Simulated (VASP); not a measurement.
# Ta (Im-3m) in VASP: further runs

One crystal, Ta, is run at these levels: PBE; tasks: relaxation of cell and atoms.

Program: VASP 6.6.1. These are calculated values, not measurements. Logs are shortened: lines on timing, memory, paths and dates and some standing lists are left out, and cuts for length are marked.

### Step 1. Starting point

It takes space group Im-3m (No. 229, cubic). The conventional cell has a = 3.303 Å, b = 3.303 Å, c = 3.303 Å, α = 90.00°, β = 90.00°, γ = 90.00°. Ta (site symmetry m-3m) is surrounded by 8 Ta at 2.86 Å.

### Step 2. Relaxation of cell and atoms, PBE, non-collinear spin, zero start, spin-orbit coupling

File INCAR:

```
  PREC = Accurate
  ENCUT = 520
  EDIFF = 1E-7
  ISMEAR = 0
  SIGMA = 0.1
  LREAL = F
  LASPH = T
  NELM = 80
  ALGO = Fast
  ISIF = 3
  LWAVE = F
  LCHARG = F
  MAGMOM = 0 0 0
  LORBIT = 11
  LSORBIT = T
  GGA_COMPAT = F
  LMAXMIX = 4
  GGA = PE
  IBRION = 2
  NSW = 80
  EDIFFG = -0.002
  KPAR = 4
```

File KPOINTS:

```
regular mesh
0
Gamma
  18 18 18
```

File POSCAR:

```
Ta
1.0
   -1.6512800000      1.6512800000      1.6512800000
    1.6512800000     -1.6512800000      1.6512800000
    1.6512800000      1.6512800000     -1.6512800000
Ta
1
Direct
    0.0000000000      0.0000000000      0.0000000000
```

Potentials or basis: VASP PAW PBE potentials, release 64 (Ta_pv).

Started as:

```bash
> cat potpaw_PBE.64/Ta_pv/POTCAR > POTCAR
> mpirun -np 4 vasp_ncl > vasp.out
```

OUTCAR:

```text
PREC = Accurate
   ENCUT = 520
   EDIFF = 1E-7
   ISMEAR = 0
   LREAL = F
   LASPH = T
   NELM = 80
   ISIF = 3
   LORBIT = 11
   LSORBIT = T
   GGA = PE
   IBRION = 2
   NSW = 80
   EDIFFG = -0.002

 ion  position               nearest neighbor table
   1  0.000  0.000  0.000-

  LATTYP: Found a body centered cubic cell.
 ALAT       =     3.3025600000

  Lattice vectors:

 A1 = (  -1.6512800000,   1.6512800000,   1.6512800000)
 A2 = (   1.6512800000,  -1.6512800000,   1.6512800000)
 A3 = (   1.6512800000,   1.6512800000,  -1.6512800000)

Analysis of symmetry for initial positions (statically):
=====================================================================
 Subroutine PRICEL returns:
 Original cell was already a primitive cell.

 Routine SETGRP: Setting up the symmetry group for a
 body centered cubic supercell.

 Subroutine GETGRP returns: Found 48 space group operations
 (whereof 48 operations were pure point group operations)
 out of a pool of 48 trial point group operations.

The static configuration has the point symmetry O_h .

Analysis of symmetry for dynamics (positions and initial velocities):
=====================================================================
 Subroutine PRICEL returns:
 Original cell was already a primitive cell.

 Routine SETGRP: Setting up the symmetry group for a
 body centered cubic supercell.

 Subroutine GETGRP returns: Found 48 space group operations
 (whereof 48 operations were pure point group operations)
 out of a pool of 48 trial point group operations.

The dynamic configuration has the point symmetry O_h .

Analysis of structural, dynamic, and magnetic symmetry:
=====================================================================
 Subroutine PRICEL returns:
 Original cell was already a primitive cell.

 Routine SETGRP: Setting up the symmetry group for a
 body centered cubic supercell.

 Subroutine GETGRP returns: Found 48 space group operations
 (whereof 48 operations were pure point group operations)
 out of a pool of 48 trial point group operations.

The overall configuration has the point symmetry O_h .

 Subroutine INISYM returns: Found 48 space group operations
 (whereof 48 operations are pure point group operations),
 and found     1 'primitive' translations

----------------------------------------------------------------------------------------

                                     Primitive cell

  volume of cell :      18.0104

  direct lattice vectors                    reciprocal lattice vectors
    -1.651280000  1.651280000  1.651280000     0.000000000  0.302795407  0.302795407
     1.651280000 -1.651280000  1.651280000     0.302795407  0.000000000  0.302795407
     1.651280000  1.651280000 -1.651280000     0.302795407  0.302795407  0.000000000

  length of vectors
     2.860100858  2.860100858  2.860100858     0.428217371  0.428217371  0.428217371

  position of ions in fractional coordinates (direct lattice)
     0.000000000  0.000000000  0.000000000

  ion indices of the primitive-cell ions
   primitive index   ion index
                 1           1

----------------------------------------------------------------------------------------

 KPOINTS: regular mesh

Automatic generation of k-mesh.
 Grid dimensions read from file:
 generate k-points for:   18   18   18

 Generating k-lattice:

  Cartesian coordinates                     Fractional coordinates (reciprocal lattice)
     0.000000000  0.016821967  0.016821967     0.055555556  0.000000000  0.000000000
     0.016821967  0.000000000  0.016821967     0.000000000  0.055555556  0.000000000
     0.016821967  0.016821967  0.000000000     0.000000000  0.000000000  0.055555556

  Length of vectors
     0.023789854  0.023789854  0.023789854

  Shift w.r.t. Gamma in fractional coordinates (k-lattice)
     0.000000000  0.000000000  0.000000000

 Subroutine IBZKPT returns following result:
 ===========================================

 Found    195 irreducible k-points:

 Following reciprocal coordinates:
            Coordinates               Weight
  0.000000  0.000000  0.000000      1.000000
  0.055556  0.000000  0.000000     12.000000
  0.111111  0.000000  0.000000     12.000000
  0.166667  0.000000  0.000000     12.000000
  0.222222  0.000000  0.000000     12.000000
  0.277778  0.000000  0.000000     12.000000
[... 16 lines left out ...]
  0.333333  0.111111  0.000000     48.000000
  0.388889  0.111111  0.000000     48.000000
 [... further k-points ...]
   k-points           NKPTS =    195   k-points in BZ     NKDIM =    195   number of bands    NBANDS=     18
   number of dos      NEDOS =    301   number of ions     NIONS =      1
   total plane-waves  NPLWV =  13824
   dimension x,y,z NGX =    24 NGY =   24 NGZ =   24
   dimension x,y,z NGXF=    48 NGYF=   48 NGZF=   48
   ions per type =               1
   NGX,Y,Z   is equivalent  to a cutoff of  13.95, 13.95, 13.95 a.u.
   NGXF,Y,Z  is equivalent  to a cutoff of  27.90, 27.90, 27.90 a.u.
 SYSTEM =  unknown system
   PREC   = accura    normal or accurate (medium, high low for compatibility)
   ISTART =      0    job   : 0-new  1-cont  2-samecut
   ICHARG =      2    charge: 1-file 2-atom 10-const
   ISPIN  =      1    spin polarized calculation?
   LNONCOLLINEAR =      T non collinear calculations
   LSORBIT =      T    spin-orbit coupling
   LASPH  =      T    aspherical Exc in radial PAW
   ENCUT  =  520.0 eV  38.22 Ry    6.18 a.u.   5.32  5.32  5.32*2*pi/ulx,y,z
   NELM   =     80;   NELMIN=  2; NELMDL= -5     # of ELM steps
   EDIFF  = 0.1E-06   stopping-criterion for ELM
   LREAL  =      F    real-space projection
   EDIFFG = -.2E-02   stopping-criterion for IOM
   NSW    =     80    number of steps for IOM
   IBRION =      2    ionic relax: 0-MD 1-quasi-New 2-CG
   NFREE  =      1    steps in history (QN), initial steepest desc. (CG)
   ISIF   =      3    stress and relaxation
   ISYM   =      2    0-nonsym 1-usesym 2-fastsym
   POTIM  = 0.5000    time-step for ionic-motion
   TEBEG  =    0.0;   TEEND  =   0.0 temperature during run
   PSTRESS=    0.0 pullay stress
   NELECT =      11.0000    total number of electrons
   NUPDOWN=      -1.0000    fix difference up-down
   EMIN   =  10.00;   EMAX   =-10.00  energy-range for DOS
   EFERMI =   0.00;   METHOD = LEGACY
   ISMEAR =     0;   SIGMA  =   0.10  broadening in eV -4-tet -1-fermi 0-gaus
   EFERMI_NEDOS =   21; number of points for ismear=-14 and -15
   IALGO  =     68    algorithm
   IMIX   =      4    mixing-type and parameters
     AMIX     =   0.40;   BMIX     =  1.00
     AMIX_MAG =   1.60;   BMIX_MAG =  1.00
  volume/ion in A,a.u.               =      18.01       121.54
  Fermi-wavevector in a.u.,A,eV,Ry     =   1.388988  2.624806 26.249534  1.929286
  Thomas-Fermi vector in A             =   2.513061
   LORBIT       =     11    0 simple, 1 ext, 2 COOP (PROOUT), +10 PAW based schemes
   GGA     = PE    functional components
   LHFCALC =     F    Hartree Fock is set to
   AEXX    =    0.0000 exact exchange contribution
   IVDW    =     0    specifies the selected vdW correction
   LEPSILON=     F    determine dielectric tensor
   LRPA    =     F    only Hartree local field effects (RPA)
 conjugate gradient relaxation of ions
 RMM-DIIS sequential band-by-band and
 Gauss-broadening in eV      SIGMA  =   0.10
  energy-cutoff  :      520.00
  volume of cell :       18.01
 maximum number of plane-waves:       996
 NGX is ok and might be reduce to    24
   NGX = 11   NGY = 11   NGZ = 11

--------------------------------------- Ionic step        1  -------------------------------------------

 number of electron      11.0000000 magnetization       0.0000000      0.0000000      0.0000000

 number of electron      11.0000002 magnetization      -0.0000000     -0.0000000     -0.0000000

 number of electron      11.0000002 magnetization       0.0000000     -0.0000000     -0.0000000

 number of electron      11.0000002 magnetization      -0.0000000      0.0000000      0.0000000

 Free energy of the ion-electron system (eV)
  ---------------------------------------------------
  ext. energy  EPLUGINS =         0.00000000
  ---------------------------------------------------
  free energy    TOTEN  =       -12.52734037 eV

  energy without entropy =      -12.52110493  energy(sigma->0) =      -12.52422265

------------------------ aborting loop because EDIFF is reached ----------------------------------------

  FORCE on cell =-STRESS in cart. coord.  units (eV):
  Direction    XX          YY          ZZ          XY          YZ          ZX
  --------------------------------------------------------------------------------------
  -------------------------------------------------------------------------------------
  Total        0.3097702      0.3097702      0.3097702      0.0000000      0.0000000      0.0000000
  in kB       27.5567585     27.5567585     27.5567585      0.0000000      0.0000000      0.0000000
  external PRESSURE =      27.5567585 kB  Pullay stress =       0.0000000 kB
[... 96 lines left out ...]
  FREE ENERGIE OF THE ION-ELECTRON SYSTEM (eV)
  ---------------------------------------------------
  free  energy   TOTEN  =       -12.5294731001 eV

  energy  without entropy=      -12.5231027108  energy(sigma->0) =      -12.52628791

[... ionic steps 4 to 11 ...]

--------------------------------------- Ionic step       12  -------------------------------------------

 number of electron      11.0000001 magnetization      -0.0000000      0.0000000     -0.0000000

------------------------ aborting loop because EDIFF is reached ----------------------------------------

  FORCE on cell =-STRESS in cart. coord.  units (eV):
  Direction    XX          YY          ZZ          XY          YZ          ZX
  --------------------------------------------------------------------------------------
  -------------------------------------------------------------------------------------
  Total        0.0060806      0.0060806      0.0060806     -0.0000000     -0.0000000      0.0000000
  in kB        0.5335320      0.5335320      0.5335320     -0.0000000     -0.0000000      0.0000000
  external PRESSURE =       0.5335320 kB  Pullay stress =       0.0000000 kB
[... 59 lines left out ...]
--------------------------------------- Ionic step       14  -------------------------------------------

 number of electron      11.0000001 magnetization       0.0000000     -0.0000000      0.0000000

 number of electron      11.0000001 magnetization      -0.0000000      0.0000000     -0.0000000

 Free energy of the ion-electron system (eV)
  ---------------------------------------------------
  ext. energy  EPLUGINS =         0.00000000
  ---------------------------------------------------
  free energy    TOTEN  =       -12.52947303 eV

  energy without entropy =      -12.52310201  energy(sigma->0) =      -12.52628752

 E-fermi :   5.3700     XC(G=0): -12.5463

 val. band max:        5.3619727146   @ k =   0.3333   0.0000   0.0000
 cond. band min:       5.3767185012   @ k =   0.1111   0.0556   0.0556
 fundamental gap:      0.0147457866
 Fermi energy:         5.3700015754

 k-point     1 :       0.0000    0.0000    0.0000
  band No.  band energies     occupation
      1     -33.2272      1.00000
      2     -33.2272      1.00000
      3     -25.1792      1.00000
      4     -25.1792      1.00000
      5     -25.1792      1.00000
      6     -25.1792      1.00000
[... 10 lines left out ...]
     17       9.3563      0.00000
     18       9.3563      0.00000
[... 466 lines left out ...]
      2     -33.5545      1.00000
      3     -26.1587      1.00000
      4     -26.1587      1.00000
      5     -25.4361      1.00000
      6     -25.4361      1.00000
[... 10 lines left out ...]
     17      13.1469      0.00000
     18      13.1469      0.00000

 [... further k-points ...]
[... 5 lines left out ...]
  --------------------------------------------------------------------------------------
  -------------------------------------------------------------------------------------
  Total        0.0000382      0.0000382      0.0000382      0.0000000     -0.0000000      0.0000000
  in kB        0.0033550      0.0033550      0.0033550      0.0000000     -0.0000000      0.0000000
  external PRESSURE =       0.0033550 kB  Pullay stress =       0.0000000 kB
[... 16 lines left out ...]
  FREE ENERGIE OF THE ION-ELECTRON SYSTEM (eV)
  ---------------------------------------------------
  free  energy   TOTEN  =       -12.5294730321 eV

  energy  without entropy=      -12.5231020098  energy(sigma->0) =      -12.52628752

 reached required accuracy - stopping structural energy minimisation

 Spin-Orbit-Coupling matrix elements

 Ion:    1  E_soc:     -1.4127929
 l=   1
     0.0000000    -0.2141291    -0.2141291
    -0.2141291     0.0000000    -0.2141291
    -0.2141291    -0.2141291     0.0000000
 l=   2
     0.0000000    -0.0053845     0.0000000    -0.0053845    -0.0159518
    -0.0053845     0.0000000    -0.0119639    -0.0053845    -0.0039880
     0.0000000    -0.0119639     0.0000000    -0.0119639     0.0000000
    -0.0053845    -0.0053845    -0.0119639     0.0000000    -0.0039880
    -0.0159518    -0.0039880     0.0000000    -0.0039880     0.0000000
 l=   3
     0.0000000     0.0000000     0.0000000     0.0000000     0.0000000     0.0000000     0.0000000
     0.0000000     0.0000000     0.0000000     0.0000000     0.0000000     0.0000000     0.0000000
     0.0000000     0.0000000     0.0000000     0.0000000     0.0000000     0.0000000     0.0000000
     0.0000000     0.0000000     0.0000000     0.0000000     0.0000000     0.0000000     0.0000000
     0.0000000     0.0000000     0.0000000     0.0000000     0.0000000     0.0000000     0.0000000
     0.0000000     0.0000000     0.0000000     0.0000000     0.0000000     0.0000000     0.0000000
     0.0000000     0.0000000     0.0000000     0.0000000     0.0000000     0.0000000     0.0000000

 total charge

# of ion       s       p       d       tot
------------------------------------------
    1        0.367   6.163   2.389   8.920

 magnetization (x)

# of ion       s       p       d       tot
------------------------------------------
    1        0.000   0.000   0.000   0.000

 magnetization (y)

# of ion       s       p       d       tot
------------------------------------------
    1       -0.000   0.000   0.000  -0.000

 magnetization (z)

# of ion       s       p       d       tot
------------------------------------------
    1        0.000   0.000  -0.000   0.000
```

Run time: 2.4 min. Hardware: 4 MPI ranks of AMD EPYC 9R45 (Zen 5), shared host; peak memory 0.25 GiB.

What came out:

| Quantity | Value |
| --- | --- |
| Free energy | -12.5295 eV |
| Relaxed volume | 18.26 Å³/atom |
| Relaxed cell | a = 2.873 Å, b = 2.873 Å, c = 2.873 Å, α = 109.47°, β = 109.47°, γ = 109.47° |
| Space group after relaxing (to 0.05 Å) | Im-3m (No. 229) |
| Energy gained by relaxing | 2.1 meV/atom |
| Ionic steps | 14 |
| Pressure after relaxing | 0.0 GPa |
| Net moment | 0.00 μB per cell |
| Valence electrons inside the program's atomic spheres | Ta 8.92 |

The path:
```csv
step,energy change (eV),largest force (eV/Å),pressure (GPa),volume (Å³)
1,0.0000,0.0000,2.76,18.01
2,0.0080,0.0000,-5.49,18.83
3,-0.0021,0.0000,-0.02,18.26
4,-0.0021,0.0000,0.06,18.26
5,-0.0021,0.0000,0.07,18.26
6,-0.0021,0.0000,0.05,18.26
7,-0.0021,0.0000,0.05,18.26
8,-0.0021,0.0000,0.05,18.26
9,-0.0021,0.0000,0.05,18.26
10,-0.0021,0.0000,0.05,18.26
11,-0.0021,0.0000,0.05,18.26
12,-0.0021,0.0000,0.05,18.26
13,-0.0021,0.0000,0.02,18.26
14,-0.0021,0.0000,0.00,18.26
```

Final structure:
```
CELL_PARAMETERS angstrom
-1.65899 1.65899 1.65899
1.65899 -1.65899 1.65899
1.65899 1.65899 -1.65899
ATOMIC_POSITIONS crystal
Ta 0.00000 0.00000 0.00000
```

Moments on the atoms (μB; x, y, z):
```
Ta  0.00 0.00 0.00
```

### Step 3. Relaxation of cell and atoms, PBE, non-collinear spin, zero start, spin-orbit coupling

This run uses another cell than the first one, of 18.26 Å³/atom, 1.014 times its volume.

INCAR is that of step 2.

KPOINTS is that of step 2.

File POSCAR:

```
Ta                                      
1.0
   -1.6589949284      1.6589949284      1.6589949284
    1.6589949284     -1.6589949284      1.6589949284
    1.6589949284      1.6589949284     -1.6589949284
  Ta            
     1
Direct
     1.0000000000000000    0.0000000000000000    1.0000000000000000
```

Potentials or basis: VASP PAW PBE potentials, release 64 (Ta_pv).

Started as:

```bash
> cat potpaw_PBE.64/Ta_pv/POTCAR > POTCAR
> mpirun -np 4 vasp_ncl > vasp.out
```

Wall time 31 s (4 MPI ranks of AMD EPYC 9R45 (Zen 5), shared host); peak memory 0.24 GiB.

The run converged. Its results:

- Free energy: -12.5296 eV
- Pressure after relaxing: 0.0 GPa
- Net moment: 0.00 μB per cell
- Valence electrons inside the program's atomic spheres: Ta 8.92

Final structure:
```cif
data_structure
_symmetry_space_group_name_H-M 'P 1'
_symmetry_Int_Tables_number 1
_cell_length_a 2.8735
_cell_length_b 2.8735
_cell_length_c 2.8735
_cell_angle_alpha 109.471
_cell_angle_beta 109.471
_cell_angle_gamma 109.471
_cell_volume 18.26
loop_
_atom_site_label
_atom_site_type_symbol
_atom_site_fract_x
_atom_site_fract_y
_atom_site_fract_z
_atom_site_occupancy
Ta1 Ta 0.00000 0.00000 0.00000 1
```

Moments on the atoms (μB; x, y, z):
```
Ta  0.00 0.00 0.00
```

Caveat: the relaxation stopped at its first step, so nothing moved.
